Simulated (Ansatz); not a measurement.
# CoO (I4/mmm) in Ansatz: equation of state

How stiff is CoO in PBE, and what volume does it want? The cell is scaled to several volumes.

All numbers are computed with Ansatz 0.2.0; they aren't measurements. Logs are shortened: lines on timing, memory, paths and dates and some standing lists are left out, and cuts for length are marked.

### 1 The crystal as given

The structure is tetragonal, space group I4/mmm (No. 139). Conventional cell: a = 3.016 Å, b = 3.016 Å, c = 4.215 Å, α = 90.00°, β = 90.00°, γ = 90.00°. Co (site symmetry 4/mmm) has 6 O at 2.11 to 2.13 Å as nearest neighbours. O (site symmetry 4/mmm) is surrounded by 6 Co at 2.11 to 2.13 Å.

### 2 Single point, PBE, collinear spin, ferromagnetic start, 9.01 Å³/atom (volume scaled by 0.94)

input.yaml

```yaml
crystal:
  lattice:
    - [-1.477216283, 1.477216283, 2.0642331802]
    - [1.477216283, -1.477216283, 2.0642331802]
    - [1.477216283, 1.477216283, -2.0642331802]
  atoms:
    - { symbol: Co, position: [0.0, 0.0, 0.0], spin: 2.0 }
    - { symbol: O, position: [0.5, 0.5, 0.0] }
hamiltonian:
  xc: pbe
  pseudopotentials: { kind: paw }
magnetization:
  spin_polarized: true
kpoints:
  mp_grid: { grid: [12, 12, 12] }
scf:
  occupations: { method: fermi_dirac, width: 0.05 }
output:
  forces: true
  stress: true
  eigenvalues: true
```

Potentials or basis: Ansatz PAW.

On the command line:

```
> ansatz run input.yaml --threads 2 --pin off --max-ram 5632MiB --backend cpu --events-out ev --progress --plain --runs-dir out
```

The program printed:

```text
Warning: RAYON_NUM_THREADS=2 ignored (pool sized by the plan → 2); use --threads N
Engine: ansatz 0.2.0, x86_64-unknown-linux-gnu
Pseudopotentials: kind: paw
Pseudopotential: Co, paw, valence charge 17, recommended cutoff 420 eV (normal), Co.paw.azcp
Pseudopotential: O, paw, valence charge 6, recommended cutoff 420 eV (normal), O.paw.azcp
Functional definition: PBE
  parameter kappa = 0.804
  parameter beta = 0.06672455060314922
  exchange = pbe_x(kappa = kappa, mu = beta*pi^2/3)
  correlation = pbe_c(beta = beta)
Crystal: 2 atoms, lattice volume = 18.018 Å³
Basis set: ecut = 420 eV, 339 PW (Γ), exchange–correlation on 40×40×40 points (8 copies of the dense FFT grid, shifted against one another)
Bands: 17, of which v1, the nominal top of the filled ones, is band 12 counted from 1 (11 counted from 0)
Symmetry: 16 space group operations
Space group: I4/mmm (ITA 139), of the structure as read, at distance tolerance 2.6e-5 Å
Magnetic group: BNS 139.531 (UNI 1191), of the structure as read, at distance tolerance 2.6e-5 Å
k-points: 163 of 1728
Non-local potential: Co, projectors of the file, l = 0: 3, l = 1: 2, l = 2: 3, l = 3: 1
Non-local potential: O, projectors of the file, l = 0: 2, l = 1: 2, l = 2: 1
PAW form: soft (Blöchl's): semilocal exchange-correlation on the pseudo side does not see the compensation charge
PAW one-centre angular grid: Co, 590 points (default); XC on 64 Gauss nodes
PAW one-centre angular grid: O, 110 points (default); XC on 64 Gauss nodes
Initial density: superposition of atomic densities (chi_scale 0.1, normalization cell, long waves kept (reshape's long-wave potential 0.00 eV rms))
Starting moments: Σ|m| = 2 μB on 1 of 2 sites
Initial wavefunctions: pseudopotential atomic-orbital guess
Functional: x = pbe(κ = 0.804, μ = 0.2195149727645171), c = pbe(β = 0.06672455060314922)
SCF iter   1: F=—  HF=-5690.872540 eV  |F-HF|=—  |Δ(HF+E_count)|=         —  Δρ=1.11e-1 (↑1.11e-1 ↓9.53e-2)  dr2=5.04e0  dr2_m=1.41e-1  M=2.076 μB ∫|m|=2.076 μB  β_m=0.30  ethr=3.10e-3  ⟨swp⟩=5.7  Hψ=24336  notcnv=0
Mixer restart at iter 1: flushing history
preconditioner: auto → none  [metal: Δε(μ)=0.001 eV  Ē_g=13.724 eV  σ=0.050 eV  W_gap=0.00  n_scr=8 (ndim 8)  ℏωp=33.9 eV  f_vac=0.000  D(μ)=5.04/eV (n_scr^D=112)  sad-step TF]
SCF iter   2: F=—  HF=-5691.635891 eV  |F-HF|=—  |Δ(HF+E_count)|=   7.63e-1  Δρ=7.49e-2 (↑7.49e-2 ↓5.20e-2)  dr2=6.66e-1  dr2_m=4.73e-1  M=2.433 μB ∫|m|=2.434 μB  β_m=0.39  ethr=3.10e-3  ⟨swp⟩=3.2  Hψ=13263  notcnv=0  defer=90
SCF iter   3: F=—  HF=-5691.975173 eV  |F-HF|=—  |Δ(HF+E_count)|=   3.39e-1  Δρ=4.16e-2 (↑3.80e-2 ↓4.16e-2)  dr2=8.50e-2  dr2_m=2.17e-1  M=2.547 μB ∫|m|=2.550 μB  β_m=0.63  ethr=2.90e-3  ⟨swp⟩=2.0  Hψ=9580  notcnv=0  defer=99
SCF iter   4: F=—  HF=-5692.075743 eV  |F-HF|=—  |Δ(HF+E_count)|=         —  Δρ=1.32e-2 (↑1.04e-2 ↓1.32e-2)  dr2=1.75e-2  dr2_m=1.74e-2  M=2.654 μB ∫|m|=2.662 μB  β_m=0.63  ethr=3.69e-4  ⟨swp⟩=3.1  Hψ=10741  notcnv=0  defer=107
Mixer restart at iter 4: flushing history
SCF iter   5: F=—  HF=-5692.079894 eV  |F-HF|=—  |Δ(HF+E_count)|=   4.15e-3  Δρ=5.27e-3 (↑2.99e-3 ↓5.27e-3)  dr2=8.23e-3  dr2_m=2.89e-4  M=2.603 μB ∫|m|=2.612 μB  β_m=0.57  ethr=7.60e-5  ⟨swp⟩=2.1  Hψ=11790  notcnv=0  defer=126
SCF iter   6: F=—  HF=-5692.078723 eV  |F-HF|=—  |Δ(HF+E_count)|=   1.17e-3  Δρ=7.91e-3 (↑3.16e-3 ↓7.91e-3)  dr2=5.95e-3  dr2_m=3.82e-3  M=2.654 μB ∫|m|=2.665 μB  β_m=0.54  ethr=3.58e-5  ⟨swp⟩=2.3  Hψ=10389  notcnv=0  defer=140
SCF iter   7: F=—  HF=-5692.078390 eV  |F-HF|=—  |Δ(HF+E_count)|=   3.33e-4  Δρ=2.95e-3 (↑2.95e-3 ↓2.83e-3)  dr2=4.80e-4  dr2_m=1.23e-3  M=2.654 μB ∫|m|=2.665 μB  β_m=0.54  ethr=2.59e-5  ⟨swp⟩=2.0  Hψ=8889  notcnv=0  defer=141
SCF iter   8: F=—  HF=-5692.078310 eV  |F-HF|=—  |Δ(HF+E_count)|=   7.96e-5  Δρ=2.92e-4 (↑2.83e-4 ↓2.92e-4)  dr2=1.02e-5  dr2_m=5.91e-6  M=2.651 μB ∫|m|=2.662 μB  β_m=0.64  ethr=2.09e-6  ⟨swp⟩=1.8  Hψ=8551  notcnv=0  defer=142
SCF iter   9: F=—  HF=-5692.078408 eV  |F-HF|=—  |Δ(HF+E_count)|=   9.76e-5  Δρ=3.37e-4 (↑3.08e-4 ↓3.37e-4)  dr2=2.13e-6  dr2_m=1.58e-5  M=2.650 μB ∫|m|=2.662 μB  β_m=0.82  ethr=4.43e-8  ⟨swp⟩=2.0  Hψ=9428  notcnv=0  defer=142
SCF iter  10: F=—  HF=-5692.078411 eV  |F-HF|=—  |Δ(HF+E_count)|=   3.01e-6  Δρ=1.07e-4 (↑3.76e-5 ↓1.07e-4)  dr2=2.81e-7  dr2_m=7.30e-7  M=2.651 μB ∫|m|=2.663 μB  β_m=0.91  ethr=9.26e-9  ⟨swp⟩=2.4  Hψ=9645  notcnv=0  defer=142
SCF iter  11: F=—  HF=-5692.078412 eV  |F-HF|=—  |Δ(HF+E_count)|=   7.74e-7  Δρ=1.88e-4 (↑1.57e-4 ↓1.88e-4)  dr2=6.46e-7  dr2_m=4.63e-6  M=2.652 μB ∫|m|=2.664 μB  β_m=0.91  ethr=1.22e-9  ⟨swp⟩=2.2  Hψ=9573  notcnv=0  defer=142
SCF iter  12: F=—  HF=-5692.078412 eV  |F-HF|=—  |Δ(HF+E_count)|=   2.14e-8  Δρ=5.64e-5 (↑5.01e-5 ↓5.64e-5)  dr2=3.53e-8  dr2_m=4.49e-7  M=2.652 μB ∫|m|=2.664 μB  β_m=0.96  ethr=1.22e-9  ⟨swp⟩=2.1  Hψ=8872  notcnv=0  defer=142
SCF iter  13: F=—  HF=-5692.078412 eV  |F-HF|=—  |Δ(HF+E_count)|=   7.70e-9  Δρ=1.24e-5 (↑6.59e-6 ↓1.24e-5)  dr2=1.21e-8  dr2_m=1.20e-8  M=2.651 μB ∫|m|=2.663 μB  β_m=0.86  ethr=1.53e-10  ⟨swp⟩=2.2  Hψ=8480  notcnv=0  defer=142
SCF iter  14: F=-5692.078412 eV  HF=-5692.078412 eV  |F-HF|=7.71e-10  |Δ(HF+E_count)|=  2.98e-10  Δρ=3.21e-6 (↑7.79e-7 ↓3.21e-6)  dr2=1.08e-9  dr2_m=4.58e-10  M=2.651 μB ∫|m|=2.663 μB  ethr=5.26e-11  ⟨swp⟩=3.3  Hψ=19123  notcnv=0
SCF 1 converged in 14 iterations: F = -5692.078412 eV  dr2 = 1.08e-9
SCF converged after 14 iterations
Magnetization: 2.6514 μB (12.8257 up, 10.1743 down)
Absolute magnetization: 2.6632 μB (∫|ρ↑−ρ↓|, with the PAW one-centre terms)
Spin contamination: 0.0122 ħ² per cell (⟨S²⟩ above its minimum at these occupations)
Per-site moments (μB) at R_I (Å): [(2.2727029267389813, 0.8514961868325), (0.25068405984270636, 0.8514961868325)]
Free energy (F): -5692.078412 eV
Harris-Foulkes:  -5692.078412 eV  (|F-HF|=7.71e-10)
Internal energy: -5692.042986 eV  (E = F + TS)
E sigma→0 (E₀):  -5692.060699 eV
Entropy (-TS):   -0.035426 eV (-17.713 meV/atom)
Fermi energy:    15.334122 eV
--- Per-component energies (eV) ---
  E_band       = -275.666735
  E_kinetic    = 620.679112
  E_local      = -3329.904019  (includes V_loc(G=0)·N_el)
  E_nonlocal   = 514.783156
  E_hartree    = 1371.925221
  E_xc         = -229.511742
  E_vxc        = -295.050967  (∫ρ·V_xc dr)
  E_paw        = -1677.552253  (= ΣΔE_a)
  E_vpaw       = -530.025696  (= ΣTr[D̂ρ^β])
  E_aug_tail   = 0.002563  (compensation charges beyond the density's cutoff)
  E_ewald      = -2962.465025
  E_smearing   = -0.035426  (= −TS)
  E_closure    = -0.000000  (closes the sum)
  Σ components = -5692.078412   (vs F -5692.078412, Δ=0.00e0)
--- Forces (eV/Å), atoms counted from 1 ---
  atom   1  Co    -0.00000000     0.00000000    -0.00000000
  atom   2  O      0.00000000    -0.00000000     0.00000000
  max |Σ_I F_I| component: 2.76e-30 eV/Å
--- Stress (GPa, compression-positive) ---
       10.357682       0.000000       0.000000
        0.000000      10.357682      -0.000000
        0.000000       0.000000      11.075072
  P = ⅓ Tr σ = 10.5968 GPa (105.968 kbar)
--- Band table (eV; the first three rows and the last of 326) ---
  k-point 0 ↑: bands = ["-81.3808", "-44.7001", "-44.6256", "-44.6256", "-5.6163", "11.7906", "11.8272", "11.8272", "12.1211", "12.1221", "12.2297", "12.2297", "12.3527", "16.6345", "32.2668", "33.9032", "33.9032"]
  k-point 1 ↑: bands = ["-81.3803", "-44.7014", "-44.6289", "-44.6268", "-5.5099", "10.4836", "11.3881", "11.4501", "12.1480", "12.1596", "12.6590", "12.7565", "13.0611", "17.2979", "30.9644", "33.2023", "33.2588"]
  k-point 2 ↑: bands = ["-81.3791", "-44.7051", "-44.6377", "-44.6302", "-5.2238", "9.1077", "10.9413", "11.0098", "11.9705", "12.2199", "13.1545", "13.2443", "13.5754", "18.8558", "29.5532", "31.4410", "32.1744"]
  k-point 162 ↓: bands = ["-78.5460", "-41.9699", "-41.8922", "-41.8922", "-3.7037", "8.2367", "10.9157", "10.9157", "12.7596", "15.4672", "15.4672", "15.8744", "16.3985", "22.4320", "25.9890", "27.8590", "32.2586"]
```

Wall time 11 s (2 threads of Intel Xeon Platinum 8259CL at 2.50GHz (Skylake/Cascade Lake), shared host); peak memory 0.43 GiB.

What came out:

| Quantity | Value |
| --- | --- |
| Free energy | -5692.0784 eV |
| Pressure | 10.6 GPa |
| Band gap on the k mesh | none (metal or under the smearing width) |
| Net moment | 2.65 μB per cell |
| Absolute moment | 2.66 μB per cell |
| Site moments | Co +2.27; O +0.25 μB |

Caveat: the pressure holds a Pulay correction of +0.8 GPa for the finite cutoff; a cell with one magnetic atom can't hold antiferromagnetic order, which such compounds often take; semilocal functionals often make such compounds metallic where correlation or magnetic order opens a gap, which also shifts bond lengths.

### 3 Single point, PBE, collinear spin, ferromagnetic start, 9.20 Å³/atom (volume scaled by 0.96)

input.yaml: that of step 2 with these lines changed.

```diff
@@ -2,5 +2,5 @@
   lattice:
-    - [-1.477216283, 1.477216283, 2.0642331802]
-    - [1.477216283, -1.477216283, 2.0642331802]
-    - [1.477216283, 1.477216283, -2.0642331802]
+    - [-1.4876195573, 1.4876195573, 2.0787705126]
+    - [1.4876195573, -1.4876195573, 2.0787705126]
+    - [1.4876195573, 1.4876195573, -2.0787705126]
   atoms:
@@ -21 +21,5 @@
   eigenvalues: true
+  write_density: true
+  write_potential: true
+  elf: true
+  volumetric_format: npy
```

Potentials or basis: Ansatz PAW.

On the command line:

```
> ansatz run input.yaml --threads 2 --pin off --max-ram 5632MiB --backend cpu --events-out ev --progress --plain --runs-dir out
```

Run time: 14 s. Hardware: 2 threads of Intel Xeon Platinum 8259CL at 2.50GHz (Skylake/Cascade Lake), shared host; peak memory 0.41 GiB.

It converged, with:

```yaml
Free_energy: -5692.0996 eV
Pressure: 7.1 GPa
Band_gap_on_the_k_mesh: none (metal or under the smearing width)
Net_moment: 2.78 μB per cell
Absolute_moment: 2.79 μB per cell
Site_moments: Co +2.37; O +0.28 μB
```

Caveat: the pressure holds a Pulay correction of +0.8 GPa for the finite cutoff; a cell with one magnetic atom can't hold antiferromagnetic order, which such compounds often take; semilocal functionals often make such compounds metallic where correlation or magnetic order opens a gap, which also shifts bond lengths.

### 4 Single point, PBE, collinear spin, ferromagnetic start, 9.39 Å³/atom (volume scaled by 0.98)

input.yaml

```yaml
crystal:
  lattice:
    - [-1.4978793267, 1.4978793267, 2.093107314]
    - [1.4978793267, -1.4978793267, 2.093107314]
    - [1.4978793267, 1.4978793267, -2.093107314]
  atoms:
    - { symbol: Co, position: [0.0, 0.0, 0.0], spin: 2.0 }
    - { symbol: O, position: [0.5, 0.5, 0.0] }
hamiltonian:
  xc: pbe
  pseudopotentials: { kind: paw }
magnetization:
  spin_polarized: true
kpoints:
  mp_grid: { grid: [12, 12, 12] }
scf:
  occupations: { method: fermi_dirac, width: 0.05 }
output:
  forces: true
  stress: true
  eigenvalues: true
```

On the command line:

```
> ansatz run input.yaml --threads 2 --pin off --max-ram 5632MiB --backend cpu --events-out ev --progress --plain --runs-dir out
```

Wall time 12 s (2 threads of Intel Xeon Platinum 8259CL at 2.50GHz (Skylake/Cascade Lake), shared host); peak memory 0.44 GiB.

Results (log left out):

```yaml
Free_energy: -5692.1122 eV
Pressure: 3.5 GPa
Band_gap_on_the_k_mesh: none (metal or under the smearing width)
Net_moment: 2.86 μB per cell
Absolute_moment: 2.88 μB per cell
Site_moments: Co +2.43; O +0.30 μB
```

Caveat: the pressure holds a Pulay correction of +0.8 GPa for the finite cutoff; a cell with one magnetic atom can't hold antiferromagnetic order, which such compounds often take; semilocal functionals often make such compounds metallic where correlation or magnetic order opens a gap, which also shifts bond lengths.

### 5 Single point, PBE, collinear spin, ferromagnetic start, 9.58 Å³/atom

input.yaml: that of step 4 with these lines changed.

```diff
@@ -2,5 +2,5 @@
   lattice:
-    - [-1.4978793267, 1.4978793267, 2.093107314]
-    - [1.4978793267, -1.4978793267, 2.093107314]
-    - [1.4978793267, 1.4978793267, -2.093107314]
+    - [-1.50800044, 1.50800044, 2.10725036]
+    - [1.50800044, -1.50800044, 2.10725036]
+    - [1.50800044, 1.50800044, -2.10725036]
   atoms:
@@ -21 +21,5 @@
   eigenvalues: true
+  write_density: true
+  write_potential: true
+  elf: true
+  volumetric_format: npy
```

On the command line:

```
> ansatz run input.yaml --threads 2 --pin off --max-ram 5632MiB --backend cpu --events-out ev --progress --plain --runs-dir out
```

Wall time 13 s (2 threads of Intel Xeon Platinum 8259CL at 2.50GHz (Skylake/Cascade Lake), shared host); peak memory 0.45 GiB.

Results (log left out):

| Quantity | Value |
| --- | --- |
| Free energy | -5692.1164 eV |
| Pressure | 0.0 GPa |
| Band gap on the k mesh | none (metal or under the smearing width) |
| Net moment | 2.92 μB per cell |
| Absolute moment | 2.93 μB per cell |
| Site moments | Co +2.48; O +0.32 μB |

Caveat: the pressure holds a Pulay correction of +0.7 GPa for the finite cutoff; a cell with one magnetic atom can't hold antiferromagnetic order, which such compounds often take; semilocal functionals often make such compounds metallic where correlation or magnetic order opens a gap, which also shifts bond lengths.

### 6 Single point, PBE, collinear spin, ferromagnetic start, 9.78 Å³/atom (volume scaled by 1.02)

input.yaml: that of step 5 with these lines changed.

```diff
@@ -2,5 +2,5 @@
   lattice:
-    - [-1.50800044, 1.50800044, 2.10725036]
-    - [1.50800044, -1.50800044, 2.10725036]
-    - [1.50800044, 1.50800044, -2.10725036]
+    - [-1.5179874889, 1.5179874889, 2.1212060671]
+    - [1.5179874889, -1.5179874889, 2.1212060671]
+    - [1.5179874889, 1.5179874889, -2.1212060671]
   atoms:
```

Potentials or basis: Ansatz PAW.

On the command line:

```
> ansatz run input.yaml --threads 2 --pin off --max-ram 5632MiB --backend cpu --events-out ev --progress --plain --runs-dir out
```

Run time: 14 s. Hardware: 2 threads of Intel Xeon Platinum 8259CL at 2.50GHz (Skylake/Cascade Lake), shared host; peak memory 0.45 GiB.

The run converged. Its results:

* Free energy: -5692.1125 eV
* Pressure: -3.3 GPa
* Band gap on the k mesh: none (metal or under the smearing width)
* Net moment: 2.95 μB per cell
* Absolute moment: 2.97 μB per cell
* Site moments: Co +2.50; O +0.32 μB

Caveat: the pressure holds a Pulay correction of +0.7 GPa for the finite cutoff; a cell with one magnetic atom can't hold antiferromagnetic order, which such compounds often take; semilocal functionals often make such compounds metallic where correlation or magnetic order opens a gap, which also shifts bond lengths.

### 7 Single point, PBE, collinear spin, ferromagnetic start, 9.97 Å³/atom (volume scaled by 1.04)

input.yaml

```yaml
crystal:
  lattice:
    - [-1.5278448268, 1.5278448268, 2.1349805184]
    - [1.5278448268, -1.5278448268, 2.1349805184]
    - [1.5278448268, 1.5278448268, -2.1349805184]
  atoms:
    - { symbol: Co, position: [0.0, 0.0, 0.0], spin: 2.0 }
    - { symbol: O, position: [0.5, 0.5, 0.0] }
hamiltonian:
  xc: pbe
  pseudopotentials: { kind: paw }
magnetization:
  spin_polarized: true
kpoints:
  mp_grid: { grid: [12, 12, 12] }
scf:
  occupations: { method: fermi_dirac, width: 0.05 }
output:
  forces: true
  stress: true
  eigenvalues: true
```

On the command line:

```
> ansatz run input.yaml --threads 2 --pin off --max-ram 5632MiB --backend cpu --events-out ev --progress --plain --runs-dir out
```

Wall time 13 s (2 threads of Intel Xeon Platinum 8259CL at 2.50GHz (Skylake/Cascade Lake), shared host); peak memory 0.45 GiB.

The run converged. Its results:

```yaml
Free_energy: -5692.1009 eV
Pressure: -6.3 GPa
Band_gap_on_the_k_mesh: none (metal or under the smearing width)
Net_moment: 2.97 μB per cell
Absolute_moment: 2.99 μB per cell
Site_moments: Co +2.52; O +0.33 μB
```

Caveat: the pressure holds a Pulay correction of +0.7 GPa for the finite cutoff; a cell with one magnetic atom can't hold antiferromagnetic order, which such compounds often take; semilocal functionals often make such compounds metallic where correlation or magnetic order opens a gap, which also shifts bond lengths.

### 8 Single point, PBE, collinear spin, ferromagnetic start, 10.16 Å³/atom (volume scaled by 1.06)

input.yaml: that of step 7 with these lines changed.

```diff
@@ -2,5 +2,5 @@
   lattice:
-    - [-1.5278448268, 1.5278448268, 2.1349805184]
-    - [1.5278448268, -1.5278448268, 2.1349805184]
-    - [1.5278448268, 1.5278448268, -2.1349805184]
+    - [-1.5375765848, 1.5375765848, 2.1485794871]
+    - [1.5375765848, -1.5375765848, 2.1485794871]
+    - [1.5375765848, 1.5375765848, -2.1485794871]
   atoms:
```

On the command line:

```
> ansatz run input.yaml --threads 2 --pin off --max-ram 5632MiB --backend cpu --events-out ev --progress --plain --runs-dir out
```

Wall time 12 s (2 threads of Intel Xeon Platinum 8259CL at 2.50GHz (Skylake/Cascade Lake), shared host); peak memory 0.45 GiB.

The run converged. Its results:

| Item | Value |
| --- | --- |
| Free energy | -5692.0824 eV |
| Pressure | -9.1 GPa |
| Band gap on the k mesh | none (metal or under the smearing width) |
| Net moment | 2.99 μB per cell |
| Absolute moment | 3.00 μB per cell |
| Site moments | Co +2.54; O +0.33 μB |

Caveat: the pressure holds a Pulay correction of +0.7 GPa for the finite cutoff; a cell with one magnetic atom can't hold antiferromagnetic order, which such compounds often take; semilocal functionals often make such compounds metallic where correlation or magnetic order opens a gap, which also shifts bond lengths.

### 9 Equation of state, PBE, collinear spin, ferromagnetic start

Potentials or basis: Ansatz PAW.

This step only gathers the single runs of the series.

What came out:

| Property | Result |
| --- | --- |
| Equilibrium volume | 9.59 Å³/atom (rough: see the caveat) |
| Bulk modulus at fixed shape and positions | 167 GPa (rough) |

Energy against volume, from the lowest point:
| volume (Å³/atom) | energy (meV/atom) |
| --- | --- |
| 9.009 | 19.00 |
| 9.201 | 8.42 |
| 9.392 | 2.09 |
| 9.584 | 0.00 |
| 9.776 | 1.97 |
| 9.967 | 7.76 |
| 10.159 | 17.03 |

Caveat: the fit is doubtful: noisy points or a state that changes with volume; the cell was scaled at fixed shape and fractional positions, which overstates the stiffness of a crystal with free parameters, most of all of layers and chains.
